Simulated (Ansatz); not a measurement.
**TaC5: what a guessed cell relaxes into**

The task: take a trial cell of TaC5 to zero force and stress.

Method: DFT PBE, scalar-relativistic, plane waves, PAW, in Ansatz 0.2.0.

## (1) The starting structure

Symmetry: R32, No. 155, trigonal system. The conventional cell has a = 4.368 Å, b = 4.368 Å, c = 12.622 Å, α = 90.00°, β = 90.00°, γ = 120.00°. Ta (site symmetry 32) has 12 C at 2.52 to 2.56 Å in its first shell of neighbours. C (site symmetry 3) is surrounded by 3 Ta at 2.52 Å and 9 C at 2.52 to 2.58 Å. Around C (site symmetry 2) lie 10 C at 2.49 to 2.58 Å and 2 Ta at 2.56 Å.

Structure file:

```
Ta C
1.0
     2.18404    1.26096    4.20722
    -2.18404    1.26096    4.20722
     0.00000   -2.52191    4.20722
Ta C
1 5
Direct
  0.00000 0.00000 0.00000
  0.67015 0.67015 0.67015
  0.50000 0.17076 0.82924
  0.82924 0.50000 0.17076
  0.17076 0.82924 0.50000
  0.32985 0.32985 0.32985
```

Recipe of the guess: species swapped into a database cell of SnAu5 (R32, No. 155), with Ta on the Sn sites and C on the Au sites. Its size is a rough estimate.

## (2) The guess as it stands, on a coarse mesh

Contents of input.yaml:

```yaml
crystal:
  lattice:
    - [2.18404011, 1.26095615, 4.20722431]
    - [-2.18404011, 1.26095615, 4.20722431]
    - [0.0, -2.52191229, 4.20722431]
  atoms:
    - { symbol: Ta, position: [0.0, 0.0, 0.0] }
    - { symbol: C, position: [0.67014712, 0.67014712, 0.67014712] }
    - { symbol: C, position: [0.5, 0.17076068, 0.82923932] }
    - { symbol: C, position: [0.82923932, 0.5, 0.17076068] }
    - { symbol: C, position: [0.17076068, 0.82923932, 0.5] }
    - { symbol: C, position: [0.32985288, 0.32985288, 0.32985288] }
basis:
  ecutwfc: 420
kpoints:
  mp_grid: { grid: [6, 6, 6] }
hamiltonian:
  xc: pbe
scf:
  occupations: { method: gaussian, width: 0.1 }
  lower_state_search: "off"
output:
  forces: true
  stress: true
  eigenvalues: true
```

Command:

```console
$ ansatz run input.yaml --threads 1 --pin off --max-ram 2560MiB --backend cpu --events-out ev --progress --plain --runs-dir out
```

What it wrote, shortened:

```text
Warning: RAYON_NUM_THREADS=1 ignored (pool sized by the plan → 1); use --threads N
[...]
Pseudopotentials: kind: paw
Pseudopotential: Ta, paw, valence charge 13, recommended cutoff 420 eV (normal), Ta.paw.azcp
Pseudopotential: C, paw, valence charge 4, recommended cutoff 420 eV (normal), C.paw.azcp
Functional definition: PBE
[...]
Crystal: 6 atoms, lattice volume = 69.520 Å³
Basis set: ecut = 420 eV, 1383 PW (Γ), exchange–correlation on 72×72×72 points (8 copies of the dense FFT grid, shifted against one another)
Bands: 23, of which v1, the nominal top of the filled ones, is band 17 counted from 1 (16 counted from 0)
Symmetry: 6 space group operations
Space group: R32 (ITA 155), of the structure as read, at distance tolerance 4.1e-5 Å
[...]
Free energy (F): -11167.353804 eV
[...]
E sigma→0 (E₀):  -11167.341956 eV
Entropy (-TS):   -0.023696 eV (-3.949 meV/atom)
Fermi energy:    9.135102 eV
[...]
--- Forces (eV/Å), atoms counted from 1 ---
  atom   1  Ta     0.00000000     0.00000000     0.00000000
  atom   2  C      0.00000000     0.00000000     1.01665403
  atom   3  C      0.28177400    -0.48804688     0.00000000
  atom   4  C      0.28177400     0.48804688    -0.00000000
  atom   5  C     -0.56354800    -0.00000000     0.00000000
  atom   6  C      0.00000000    -0.00000000    -1.01665403
[...]
--- Stress (GPa, compression-positive) ---
      -35.939294       0.000000       0.000000
        0.000000     -35.939294      -0.000000
        0.000000      -0.000000     -40.341026
  P = ⅓ Tr σ = -37.4065 GPa (-374.065 kbar)
--- Band table (eV; the first three rows and the last of 32) ---
[... band rows left out ...]
[...]
```

It took 16 s on 1 thread of Intel Xeon at 2.50GHz (Skylake/Cascade Lake), shared host; peak memory 0.39 GiB.

The probe gives pressure -37.4 GPa, largest force 1.02 eV/Å, gap on this mesh none (metal). A cheap, loose relaxation comes first.

## (3) Coarse relaxation

input.yaml: that of step 2 with these lines changed.

```diff
@@ -25 +25,6 @@
   eigenvalues: true
+relax:
+  adjacent_minimum: "off"
+  f_tol: 0.04
+  max_steps: 70
+  cell: { stress_tol: 0.4 }
```

Command:

```console
$ ansatz run input.yaml --threads 1 --pin off --max-ram 2560MiB --backend cpu --events-out ev --progress --plain --runs-dir out
```

What it wrote:

```text
Warning: RAYON_NUM_THREADS=1 ignored (pool sized by the plan → 1); use --threads N
Engine: ansatz 0.2.0, x86_64-unknown-linux-gnu
[... 4 set-up lines as earlier in the session ...]
  parameter kappa = 0.804
  parameter beta = 0.06672455060314922
  exchange = pbe_x(kappa = kappa, mu = beta*pi^2/3)
  correlation = pbe_c(beta = beta)
Crystal: 6 atoms, lattice volume = 69.520 Å³
Basis set: ecut = 420 eV, 1383 PW (Γ), exchange–correlation on 72×72×72 points (8 copies of the dense FFT grid, shifted against one another)
Bands: 23, of which v1, the nominal top of the filled ones, is band 17 counted from 1 (16 counted from 0)
[... 2 set-up lines as earlier in the session ...]
k-points: 32 of 216 (time reversal used)
Non-local potential: Ta, projectors of the file, l = 0: 3, l = 1: 2, l = 2: 2, l = 3: 1
Non-local potential: C, projectors of the file, l = 0: 2, l = 1: 2, l = 2: 1
PAW form: soft (Blöchl's): semilocal exchange-correlation on the pseudo side does not see the compensation charge
PAW one-centre angular grid: Ta, 590 points (default); XC on 64 Gauss nodes
PAW one-centre angular grid: C, 110 points (default); XC on 64 Gauss nodes
Initial density: superposition of atomic densities (neutral atoms: chi_scale 0, normalization atom), corrected by the library's trained network
Initial wavefunctions: pseudopotential atomic-orbital guess
Functional: x = pbe(κ = 0.804, μ = 0.2195149727645171), c = pbe(β = 0.06672455060314922)
SCF iter   1: F=—  HF=-11167.354782 eV  |F-HF|=—  |Δ(HF+E_count)|=         —  Δρ=6.27e-3  dr2=2.85e-2  ethr=1.77e-3  ⟨swp⟩=5.0  Hψ=3217  notcnv=0
preconditioner: auto → Kerker (q_TF=auto, 2.410 Å⁻¹)  [metal: Δε(μ)=0.026 eV  Ē_g=7.054 eV  σ=0.100 eV  W_gap=0.15  n_scr=14 (ndim 8)  ℏωp=22.3 eV  f_vac=0.000  D(μ)=4.57/eV (n_scr^D=52)]
SCF iter   2: F=—  HF=-11167.353836 eV  |F-HF|=—  |Δ(HF+E_count)|=   9.45e-4  Δρ=3.22e-3  dr2=7.08e-3  ethr=8.65e-5  ⟨swp⟩=1.0  Hψ=992  notcnv=0
SCF iter   3: F=—  HF=-11167.353796 eV  |F-HF|=—  |Δ(HF+E_count)|=   4.05e-5  Δρ=3.59e-4  dr2=8.04e-5  ethr=2.15e-5  ⟨swp⟩=2.1  Hψ=947  notcnv=0
SCF iter   4: F=—  HF=-11167.353804 eV  |F-HF|=—  |Δ(HF+E_count)|=   8.11e-6  Δρ=6.62e-5  dr2=2.20e-6  ethr=2.44e-7  ⟨swp⟩=2.5  Hψ=1095  notcnv=0
iter 5 did not close the SCF: its close was put off for the readings that it lacked (scf_convergence_deferred on its scf_iter line)
SCF iter   5: F=-11167.353804 eV  HF=-11167.353804 eV  |F-HF|=2.14e-8  |Δ(HF+E_count)|=   6.25e-7  Δρ=1.36e-5  dr2=7.93e-8  ethr=6.67e-9  ⟨swp⟩=2.4  Hψ=1098  notcnv=0
SCF iter   6: F=-11167.353804 eV  HF=-11167.353804 eV  |F-HF|=1.17e-9  |Δ(HF+E_count)|=   3.70e-8  Δρ=2.69e-6  dr2=4.78e-9  ethr=2.40e-10  ⟨swp⟩=5.6  Hψ=2766  notcnv=0
SCF 1 converged in 6 iterations: F = -11167.353804 eV  dr2 = 4.78e-9
relax step   1: F+E_penalty+E_count = -11167.35380438 eV  Δ(F+E_penalty+E_count) = +0.000e0 eV  max|allowed force component| = 1.017e0 eV/Å  Δτ_max = 0.0000 Å  P = -37.407 GPa  Ω = 69.520 Å³  (6 SCF iters, dr2 threshold 1.00e-7 eV, accepted)
Crystal: 6 atoms, lattice volume = 60.576 Å³
Basis set: ecut = 420 eV, 1153 PW (Γ), exchange–correlation on 72×72×72 points (8 copies of the dense FFT grid, shifted against one another)
Initial density: handed on by an earlier stage of this run
Initial wavefunctions: those handed on with the density
iter 1 solved again at ethr=5.13e-4 eV; its pass at ethr=3.10e-3 eV (dr2=1.69e-1 eV) is discarded
SCF iter   1: F=—  HF=-11169.430925 eV  |F-HF|=—  |Δ(HF+E_count)|=         —  Δρ=1.25e-2  dr2=1.68e-1  ethr=5.13e-4  ⟨swp⟩=1.0  Hψ=4602  notcnv=0
preconditioner: auto → Kerker (q_TF=auto, 2.466 Å⁻¹)  [metal: Δε(μ)=0.025 eV  Ē_g=7.798 eV  σ=0.100 eV  W_gap=0.14  n_scr=14 (ndim 8)  ℏωp=23.9 eV  f_vac=0.000  D(μ)=3.43/eV (n_scr^D=34)]
SCF iter   2: F=—  HF=-11169.411131 eV  |F-HF|=—  |Δ(HF+E_count)|=   1.98e-2  Δρ=6.79e-3  dr2=4.69e-2  ethr=5.09e-4  ⟨swp⟩=1.0  Hψ=736  notcnv=0
SCF iter   3: F=—  HF=-11169.402147 eV  |F-HF|=—  |Δ(HF+E_count)|=   8.98e-3  Δρ=9.83e-4  dr2=6.12e-4  ethr=1.42e-4  ⟨swp⟩=2.3  Hψ=1030  notcnv=0
SCF iter   4: F=—  HF=-11169.402124 eV  |F-HF|=—  |Δ(HF+E_count)|=   2.33e-5  Δρ=2.45e-4  dr2=2.58e-5  ethr=1.85e-6  ⟨swp⟩=2.9  Hψ=1169  notcnv=0
SCF iter   5: F=—  HF=-11169.402128 eV  |F-HF|=—  |Δ(HF+E_count)|=   4.56e-6  Δρ=4.34e-5  dr2=7.14e-7  ethr=7.81e-8  ⟨swp⟩=2.8  Hψ=1232  notcnv=0
SCF iter   6: F=-11169.402129 eV  HF=-11169.402129 eV  |F-HF|=1.26e-8  |Δ(HF+E_count)|=   3.19e-7  Δρ=7.44e-6  dr2=3.27e-8  ethr=1.82e-9  ⟨swp⟩=5.4  Hψ=3188  notcnv=0
SCF 2 converged in 6 iterations: F = -11169.402129 eV  dr2 = 3.27e-8
relax step   2: F+E_penalty+E_count = -11169.40212852 eV  Δ(F+E_penalty+E_count) = -2.048e0 eV  max|allowed force component| = 1.583e0 eV/Å  Δτ_max = 0.0496 Å  P = -27.226 GPa  Ω = 60.576 Å³  energy of the carried Pulay correction = +1.698e-2 eV  (6 SCF iters, dr2 threshold 6.00e-7 eV, accepted)
Crystal: 6 atoms, lattice volume = 53.758 Å³
Basis set: ecut = 420 eV, 1039 PW (Γ), exchange–correlation on 72×72×72 points (8 copies of the dense FFT grid, shifted against one another)
iter 1 solved again at ethr=3.35e-4 eV; its pass at ethr=3.10e-3 eV (dr2=1.11e-1 eV) is discarded
SCF iter   1: F=—  HF=-11170.984183 eV  |F-HF|=—  |Δ(HF+E_count)|=         —  Δρ=1.67e-2  dr2=1.10e-1  ethr=3.35e-4  ⟨swp⟩=1.0  Hψ=4842  notcnv=0
preconditioner: auto → Kerker (q_TF=auto, 2.515 Å⁻¹)  [metal: Δε(μ)=0.063 eV  Ē_g=8.666 eV  σ=0.100 eV  W_gap=0.34  n_scr=14 (ndim 8)  ℏωp=25.3 eV  f_vac=0.000  D(μ)=1.33/eV (n_scr^D=14)]
SCF iter   2: F=—  HF=-11170.969923 eV  |F-HF|=—  |Δ(HF+E_count)|=   1.43e-2  Δρ=9.12e-3  dr2=2.70e-2  ethr=3.33e-4  ⟨swp⟩=1.0  Hψ=737  notcnv=0
SCF iter   3: F=—  HF=-11170.964877 eV  |F-HF|=—  |Δ(HF+E_count)|=   5.05e-3  Δρ=2.41e-3  dr2=2.80e-3  ethr=8.19e-5  ⟨swp⟩=2.0  Hψ=1142  notcnv=0
SCF iter   4: F=—  HF=-11170.964502 eV  |F-HF|=—  |Δ(HF+E_count)|=   3.74e-4  Δρ=3.29e-4  dr2=4.11e-5  ethr=8.50e-6  ⟨swp⟩=2.7  Hψ=1148  notcnv=0
SCF iter   5: F=—  HF=-11170.964511 eV  |F-HF|=—  |Δ(HF+E_count)|=   8.57e-6  Δρ=6.12e-5  dr2=1.96e-6  ethr=1.25e-7  ⟨swp⟩=2.7  Hψ=1260  notcnv=0
SCF iter   6: F=-11170.964511 eV  HF=-11170.964511 eV  |F-HF|=3.37e-9  |Δ(HF+E_count)|=   1.68e-7  Δρ=1.40e-5  dr2=8.42e-8  ethr=1.82e-9  ⟨swp⟩=5.8  Hψ=3263  notcnv=0
SCF 3 converged in 6 iterations: F = -11170.964511 eV  dr2 = 8.42e-8
relax step   3: F+E_penalty+E_count = -11170.96451116 eV  Δ(F+E_penalty+E_count) = -1.562e0 eV  max|allowed force component| = 2.558e0 eV/Å  Δτ_max = 0.1377 Å  P = -10.774 GPa  Ω = 53.758 Å³  energy of the carried Pulay correction = +3.159e-2 eV  (6 SCF iters, dr2 threshold 6.00e-7 eV, accepted)
[... from here on, the SCF cycles and remarks between the steps are left out ...]
relax step   4: F+E_penalty+E_count = -11172.28112840 eV  Δ(F+E_penalty+E_count) = -1.317e0 eV  max|allowed force component| = 3.078e0 eV/Å  Δτ_max = 0.1965 Å  P = -1.075 GPa  Ω = 50.770 Å³  energy of the carried Pulay correction = +3.851e-2 eV  (7 SCF iters, dr2 threshold 6.00e-7 eV, accepted)
relax step   5: F+E_penalty+E_count = -11173.45529676 eV  Δ(F+E_penalty+E_count) = -1.174e0 eV  max|allowed force component| = 3.081e0 eV/Å  Δτ_max = 0.1951 Å  P = +1.579 GPa  Ω = 49.909 Å³  energy of the carried Pulay correction = +4.058e-2 eV  (7 SCF iters, dr2 threshold 6.00e-7 eV, accepted)
relax step   6: F+E_penalty+E_count = -11174.44344577 eV  Δ(F+E_penalty+E_count) = -9.881e-1 eV  max|allowed force component| = 2.621e0 eV/Å  Δτ_max = 0.1949 Å  P = +4.768 GPa  Ω = 49.683 Å³  energy of the carried Pulay correction = +4.112e-2 eV  (7 SCF iters, dr2 threshold 6.00e-7 eV, accepted)
relax step   7: F+E_penalty+E_count = -11175.34223634 eV  Δ(F+E_penalty+E_count) = -8.988e-1 eV  max|allowed force component| = 2.279e0 eV/Å  Δτ_max = 0.1907 Å  P = +7.288 GPa  Ω = 50.122 Å³  energy of the carried Pulay correction = +4.006e-2 eV  (6 SCF iters, dr2 threshold 6.00e-7 eV, accepted)
relax step   8: F+E_penalty+E_count = -11176.31271340 eV  Δ(F+E_penalty+E_count) = -9.705e-1 eV  max|allowed force component| = 1.865e0 eV/Å  Δτ_max = 0.1956 Å  P = +8.769 GPa  Ω = 51.180 Å³  energy of the carried Pulay correction = +3.754e-2 eV  (7 SCF iters, dr2 threshold 6.00e-7 eV, accepted)
relax step   9: F+E_penalty+E_count = -11177.46282151 eV  Δ(F+E_penalty+E_count) = -1.150e0 eV  max|allowed force component| = 1.721e0 eV/Å  Δτ_max = 0.1953 Å  P = -1.688 GPa  Ω = 53.513 Å³  energy of the carried Pulay correction = +3.214e-2 eV  (6 SCF iters, dr2 threshold 6.00e-7 eV, accepted)
relax step  10: F+E_penalty+E_count = -11178.13516528 eV  Δ(F+E_penalty+E_count) = -6.723e-1 eV  max|allowed force component| = 1.358e0 eV/Å  Δτ_max = 0.1912 Å  P = +2.590 GPa  Ω = 53.021 Å³  energy of the carried Pulay correction = +3.327e-2 eV  (7 SCF iters, dr2 threshold 6.00e-7 eV, accepted)
relax step  11: F+E_penalty+E_count = -11177.97733916 eV  Δ(F+E_penalty+E_count) = +1.578e-1 eV  max|allowed force component| = 5.614e-1 eV/Å  Δτ_max = 0.1267 Å  P = +27.654 GPa  Ω = 50.354 Å³  energy of the carried Pulay correction = +3.951e-2 eV  (7 SCF iters, dr2 threshold 6.00e-7 eV, rejected (line search))
relax step  12: F+E_penalty+E_count = -11178.37229770 eV  Δ(F+E_penalty+E_count) = -2.371e-1 eV  max|allowed force component| = 9.330e-1 eV/Å  Δτ_max = 0.0966 Å  P = -0.041 GPa  Ω = 54.564 Å³  energy of the carried Pulay correction = +2.978e-2 eV  (8 SCF iters, accepted)
relax step  13: F+E_penalty+E_count = -11178.53003600 eV  Δ(F+E_penalty+E_count) = -1.577e-1 eV  max|allowed force component| = 5.348e-1 eV/Å  Δτ_max = 0.0540 Å  P = -0.087 GPa  Ω = 56.694 Å³  energy of the carried Pulay correction = +2.510e-2 eV  (6 SCF iters, dr2 threshold 6.00e-7 eV, accepted)
relax step  14: F+E_penalty+E_count = -11178.62420966 eV  Δ(F+E_penalty+E_count) = -9.417e-2 eV  max|allowed force component| = 2.857e-1 eV/Å  Δτ_max = 0.1278 Å  P = +0.666 GPa  Ω = 61.398 Å³  energy of the carried Pulay correction = +1.532e-2 eV  (6 SCF iters, dr2 threshold 6.00e-7 eV, accepted)
relax step  15: F+E_penalty+E_count = -11178.63246646 eV  Δ(F+E_penalty+E_count) = -8.257e-3 eV  max|allowed force component| = 3.761e-2 eV/Å  Δτ_max = 0.0320 Å  P = -0.262 GPa  Ω = 60.952 Å³  energy of the carried Pulay correction = +1.622e-2 eV  (6 SCF iters, dr2 threshold 6.00e-7 eV, accepted)
Basis set: ecut = 420 eV, 1205 PW (Γ), exchange–correlation on 60×60×60 points (8 copies of the dense FFT grid, shifted against one another)
Initial wavefunctions: pseudopotential atomic-orbital guess (no wavefunctions were taken with the density)
iter 1 solved again at ethr=1.49e-7 eV; its pass at ethr=3.10e-3 eV (dr2=4.91e-5 eV) is discarded
SCF iter   1: F=—  HF=-11178.629458 eV  |F-HF|=—  |Δ(HF+E_count)|=         —  Δρ=3.76e-4  dr2=8.53e-6  ethr=1.49e-7  ⟨swp⟩=3.5  Hψ=5518  notcnv=0
preconditioner: auto → Kerker (q_TF=auto, 2.463 Å⁻¹)  [metal: Δε(μ)=0.016 eV  Ē_g=10.637 eV  σ=0.100 eV  W_gap=0.09  n_scr=14 (ndim 8)  ℏωp=23.8 eV  f_vac=0.000  D(μ)=4.48/eV (n_scr^D=58)]
SCF iter   2: F=—  HF=-11178.629563 eV  |F-HF|=—  |Δ(HF+E_count)|=   1.05e-4  Δρ=2.02e-4  dr2=2.45e-6  ethr=2.58e-8  ⟨swp⟩=2.2  Hψ=1147  notcnv=0
SCF iter   3: F=—  HF=-11178.629602 eV  |F-HF|=—  |Δ(HF+E_count)|=   3.90e-5  Δρ=5.66e-6  dr2=6.89e-9  ethr=7.43e-9  ⟨swp⟩=2.0  Hψ=1140  notcnv=0
iter 4 did not close the SCF: its close was put off for the readings that it lacked (scf_convergence_deferred on its scf_iter line)
SCF iter   4: F=-11178.629602 eV  HF=-11178.629602 eV  |F-HF|=2.00e-11  |Δ(HF+E_count)|=   2.32e-8  Δρ=8.12e-7  dr2=3.09e-10  ethr=2.09e-11  ⟨swp⟩=2.3  Hψ=1253  notcnv=0
iter 5 did not close the SCF: its close was put off for the readings that it lacked (scf_convergence_deferred on its scf_iter line)
SCF iter   5: F=-11178.629602 eV  HF=-11178.629602 eV  |F-HF|=9.09e-12  |Δ(HF+E_count)|=  3.82e-11  Δρ=2.29e-7  dr2=5.39e-11  ethr=1.00e-12  ⟨swp⟩=2.0  Hψ=1090  notcnv=0
SCF iter   6: F=-11178.629602 eV  HF=-11178.629602 eV  |F-HF|=5.46e-12  |Δ(HF+E_count)|=  7.28e-12  Δρ=9.49e-8  dr2=7.81e-12  ethr=1.00e-12  ⟨swp⟩=2.0  Hψ=2064  notcnv=0
SCF 16 converged in 6 iterations: F = -11178.629602 eV  dr2 = 7.81e-12
relax step  16: F+E_penalty+E_count = -11178.62960187 eV  Δ(F+E_penalty+E_count) = +2.865e-3 eV  max|allowed force component| = 3.553e-2 eV/Å  Δτ_max = 0.0000 Å  P = -0.241 GPa  Ω = 60.952 Å³  stress off target by 2.95e-1 GPa  SCF on the basis re-selected at this cell (its energy is not comparable with the rows above)  (6 SCF iters)
basis re-selected at this cell: Δ(F+E_penalty+E_count) = +2.865e-3 eV, ΔP = +0.021 GPa vs the last step (what re-selecting the basis moved, of the pressure what is left beyond the Pulay correction that the steps carried, after the strain that the cell walked since its last selection, with what the two solves' SCF thresholds leave and, on support functions, any second-order correction that the steps lacked; it is no measure of the basis error at this ecutwfc). The dense FFT grid was sized anew with the basis: this SCF ran on 30×30×30 points, the steps before it on 36×36×36, so part of this shift can come from that change (see relax.cell in the input reference). This SCF's stress stands 2.95e-1 GPa from its target on what of the cell is left free (relax.cell.stress_tol is 4.00e-1 GPa) and its largest allowed force component is 3.55e-2 eV/Å (relax.f_tol is 4.00e-2 eV/Å): within both
SCF converged after 6 iterations
Free energy (F): -11178.629602 eV
Harris-Foulkes:  -11178.629602 eV  (|F-HF|=5.46e-12)
Internal energy: -11178.607215 eV  (E = F + TS)
E sigma→0 (E₀):  -11178.618409 eV
Entropy (-TS):   -0.022387 eV (-3.731 meV/atom)
Fermi energy:    10.786733 eV
--- Per-component energies (eV) ---
  E_band       = -176.139029
  E_kinetic    = 812.424719
  E_local      = -1477.087068  (includes V_loc(G=0)·N_el)
  E_nonlocal   = 149.414426
  E_hartree    = 491.252200
  E_xc         = -456.152710
  E_vxc        = -498.397480  (∫ρ·V_xc dr)
  E_paw        = -8891.687630  (= ΣΔE_a)
  E_vpaw       = -144.998254  (= ΣTr[D̂ρ^β])
  E_aug_tail   = 0.000205  (compensation charges beyond the density's cutoff)
  E_ewald      = -1806.771357
  E_smearing   = -0.022387  (= −TS)
  E_closure    = 0.000000  (closes the sum)
  Σ components = -11178.629602   (vs F -11178.629602, Δ=0.00e0)
--- Forces (eV/Å), atoms counted from 1 ---
  atom   1  Ta    -0.00000000     0.00000000     0.00000000
  atom   2  C     -0.00000000     0.00000000     0.03552602
  atom   3  C      0.00842690    -0.01459582     0.00000000
  atom   4  C      0.00842690     0.01459582    -0.00000000
  atom   5  C     -0.01685380     0.00000000     0.00000000
  atom   6  C     -0.00000000    -0.00000000    -0.03552602
  max |Σ_I F_I| component: 2.41e-16 eV/Å
--- Stress (GPa, compression-positive) ---
       -0.214438      -0.000000       0.000000
       -0.000000      -0.214438      -0.000000
        0.000000      -0.000000      -0.295129
  P = ⅓ Tr σ = -0.2413 GPa (-2.413 kbar)
--- Band table (eV; the first three rows and the last of 32) ---
  k-point 0: bands = ["-57.8142", "-24.6313", "-24.3223", "-24.3223", "-8.0094", "-2.6584", "-1.6820", "-1.6820", "3.0591", "3.0591", "5.3373", "5.3684", "8.0615", "8.0615", "8.8618", "10.6141", "10.6141", "13.5562", "13.5562", "14.1019", "14.1019", "14.3187", "14.6811"]
  k-point 1: bands = ["-57.8142", "-24.6352", "-24.3259", "-24.3226", "-7.8203", "-3.5207", "-1.7695", "-0.7689", "2.8484", "3.2831", "5.2292", "5.5553", "7.7932", "8.2368", "9.0966", "9.9325", "10.5263", "12.9028", "13.4013", "13.8029", "13.9804", "15.1595", "15.9217"]
  k-point 2: bands = ["-57.8141", "-24.6432", "-24.3330", "-24.3232", "-7.3483", "-4.5372", "-1.9307", "0.2598", "2.6561", "3.7691", "4.9949", "5.4638", "7.4633", "8.5804", "8.9654", "9.3564", "10.6547", "12.6988", "12.9854", "13.8000", "13.9348", "15.5730", "16.7571"]
  k-point 31: bands = ["-57.8139", "-24.6832", "-24.3305", "-24.3305", "-6.8136", "-3.6233", "-1.1230", "-1.1230", "1.9731", "2.5130", "2.5130", "7.1176", "7.1176", "8.0308", "9.4176", "10.6819", "10.6819", "11.7780", "13.6036", "13.6036", "16.2539", "16.2539", "16.6798"]
--- Relaxed structure (15 steps of the walk, 14 accepted, 1 SCFs on fresh bases) ---
  F+E_penalty+E_count = -11178.62960187 eV   max|allowed force component| = 3.553e-2 eV/Å   (the final SCF, on the basis selected at the relaxed cell)
  cell:  # Å, volume = 60.9520 Å³
    - [2.2424785614806497, 1.2946956025089154, 3.4989741798013334]
    - [-2.2424785614806497, 1.2946956025089154, 3.4989741798013334]
    - [-4.4623365538321775e-34, -2.5893912008595374, 3.498974181339991]
  atoms:
    - { symbol: Ta, position: [-2.3063095534427076e-18, -1.3134686554069154e-18, -1.0531838075634743e-18] }
    - { symbol: C, position: [0.797798607183509, 0.797798607183509, 0.7977986071835093] }
    - { symbol: C, position: [0.5000000000000001, 0.13670533757042885, 0.8632946624295713] }
    - { symbol: C, position: [0.8632946624295712, 0.5, 0.13670533757042874] }
    - { symbol: C, position: [0.13670533757042874, 0.8632946624295712, 0.5000000000000001] }
    - { symbol: C, position: [0.20220139281649077, 0.20220139281649077, 0.2022013928164909] }
```

Run time: 5 min. Hardware: 1 thread of Intel Xeon at 2.50GHz (Skylake/Cascade Lake), shared host; peak memory 0.41 GiB.

Step by step:

| step | E - E(step 1) (eV/cell) | largest force component (eV/Å) | pressure (GPa) | volume (Å³) |
| --- | --- | --- | --- | --- |
| 1 | 0.0000 | 1.0167 | -37.41 | 69.52 |
| 2 | -2.0483 | 1.5827 | -27.23 | 60.58 |
| 3 | -3.6107 | 2.5584 | -10.77 | 53.76 |
| 4 | -4.9273 | 3.0782 | -1.08 | 50.77 |
| 5 | -6.1015 | 3.0812 | 1.58 | 49.91 |
| 6 | -7.0896 | 2.6207 | 4.77 | 49.68 |
| 7 | -7.9884 | 2.2795 | 7.29 | 50.12 |
| 8 | -8.9589 | 1.8648 | 8.77 | 51.18 |
| 9 | -10.1090 | 1.7211 | -1.69 | 53.51 |
| 10 | -10.7814 | 1.3583 | 2.59 | 53.02 |
| 11 | -10.6235 | 0.5614 | 27.65 | 50.35 |
| 12 | -11.0185 | 0.9330 | -0.04 | 54.56 |
| 13 | -11.1762 | 0.5348 | -0.09 | 56.69 |
| 14 | -11.2704 | 0.2857 | 0.67 | 61.40 |
| 15 | -11.2787 | 0.0376 | -0.26 | 60.95 |
| 16 | -11.2758 | 0.0355 | -0.24 | 60.95 |

Step 1 is the start. Step 16 repeats the geometry before it on a plane-wave basis chosen anew for that cell, so its energy need not be comparable with the rows above. Step 11 was tried and not accepted.

Lengths and angles in the start's conventional setting:

|  | before | after | change |
| --- | --- | --- | --- |
| a (Å) | 4.368 | 4.485 | +2.7 % |
| b (Å) | 4.368 | 4.485 | +2.7 % |
| c (Å) | 12.622 | 10.497 | -16.8 % |
| volume (Å³/atom) | 11.59 | 10.16 | -12.3 % |
| shortest distance (Å) | 2.491 | 1.480 | -40.6 % |
| space group (0.01 Å) | R32 | R32 | same |

Forces and stress were held to the start's 6 operations: a distortion of lower symmetry was not tested.

(Part 1 of 2 ends here.)
